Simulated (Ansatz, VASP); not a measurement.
**One calculation of Li2Se, two programs**

INCAR

```
PREC     = Accurate       # precision mode
ENCUT    = 520            # plane-wave cutoff, eV
EDIFF    = 1E-6           # SCF threshold, eV
ISMEAR   = -1             # smearing method
SIGMA    = 0.05           # smearing width, eV
LREAL    = F              # projectors in reciprocal space
LASPH    = T              # aspherical terms in the spheres
NELM     = 100            # most SCF steps
ALGO     = Normal         # electronic algorithm
ISIF     = 2              # what is computed and relaxed
LWAVE    = F              # write WAVECAR
LCHARG   = F              # write CHGCAR
METAGGA  = R2SCAN         # meta-GGA
LMIXTAU  = T            
NBANDS   = 13             # bands
```

KPOINTS

```
Automatic mesh
0
Gamma
  8 8 8
```

File POSCAR:

```
Li2Se
1.0
    0.0000000000      3.0025000000      3.0025000000
    3.0025000000      0.0000000000      3.0025000000
    3.0025000000      3.0025000000      0.0000000000
Se Li
1 2
Direct
    0.0000000000      0.0000000000      0.0000000000
    0.7500000000      0.7500000000      0.7500000000
    0.2500000000      0.2500000000      0.2500000000
```

KPOINTS_OPT

```
path GXWKGLUWLK,UX
10
line-mode
reciprocal
 0.0000000000  0.0000000000  0.0000000000  G
 0.5000000000  0.0000000000  0.5000000000  X

 0.5000000000  0.0000000000  0.5000000000  X
 0.5000000000  0.2500000000  0.7500000000  W

 0.5000000000  0.2500000000  0.7500000000  W
 0.3750000000  0.3750000000  0.7500000000  K

 0.3750000000  0.3750000000  0.7500000000  K
 0.0000000000  0.0000000000  0.0000000000  G

 0.0000000000  0.0000000000  0.0000000000  G
 0.5000000000  0.5000000000  0.5000000000  L

 0.5000000000  0.5000000000  0.5000000000  L
 0.6250000000  0.2500000000  0.6250000000  U

 0.6250000000  0.2500000000  0.6250000000  U
 0.5000000000  0.2500000000  0.7500000000  W

 0.5000000000  0.2500000000  0.7500000000  W
 0.5000000000  0.5000000000  0.5000000000  L

 0.5000000000  0.5000000000  0.5000000000  L
 0.3750000000  0.3750000000  0.7500000000  K

 0.6250000000  0.2500000000  0.6250000000  U
 0.5000000000  0.0000000000  0.5000000000  X
```

The input input.yaml:

```yaml
crystal:
  lattice:
    - [0.0, 3.0025, 3.0025]
    - [3.0025, 0.0, 3.0025]
    - [3.0025, 3.0025, 0.0]
  atoms:
    - { symbol: Se, position: [0.0, 0.0, 0.0] }
    - { symbol: Li, position: [0.75, 0.75, 0.75] }
    - { symbol: Li, position: [0.25, 0.25, 0.25] }
hamiltonian:
  xc: r2scan
  pseudopotentials: { kind: paw }
kpoints:
  mp_grid: { grid: [8, 8, 8] }
  band_path:
    path:
      - [[0.0, 0.0, 0.0], [0.5, 0.0, 0.5], [0.5, 0.25, 0.75], [0.375, 0.375, 0.75], [0.0, 0.0, 0.0], [0.5, 0.5, 0.5], [0.625, 0.25, 0.625], [0.5, 0.25, 0.75], [0.5, 0.5, 0.5], [0.375, 0.375, 0.75]]
      - [[0.625, 0.25, 0.625], [0.5, 0.0, 0.5]]
    npoints: 14
scf:
  occupations: { method: fermi_dirac, width: 0.05 }
  n_extra_bands: 7
output:
  forces: true
  stress: true
  eigenvalues: true
  fatbands: false
```

Alike in both runs: task band structure; functional r2SCAN; k mesh 8 × 8 × 8; occupations fermi-dirac, width 0.05 eV; no spin polarisation.

|  | VASP | Ansatz |
| --- | --- | --- |
| version | VASP 6.6.1 | Ansatz 0.2.0 |
| potentials or method | VASP PAW PBE potentials, release 64 (Se, Li_sv) | Ansatz PAW |
| plane-wave cutoff (eV) | 520 | 500 |
| valence electrons in the cell | 12 | 22 |

|  | VASP | Ansatz | Ansatz less VASP |
| --- | --- | --- | --- |
| gap on the k mesh at the Fermi level (eV) | 3.46 | 3.48 | +0.020 |
| least direct gap on the mesh (eV) | 4.14 | 4.06 | -0.085 |
| gap along the band path (eV) | 3.46 | 3.48 | +0.020 |

The functional is the same, so the differences come from potentials, cutoffs and numerics. The two sets of potentials don't hold the same shells in valence.

Caveats: the PAW data sets come from PBE, with cores solved anew for the run's functional, which leaves a small shift of forces and pressure (Ansatz). r2SCAN opens gaps a little over a GGA but as a rule still falls short of measured ones.
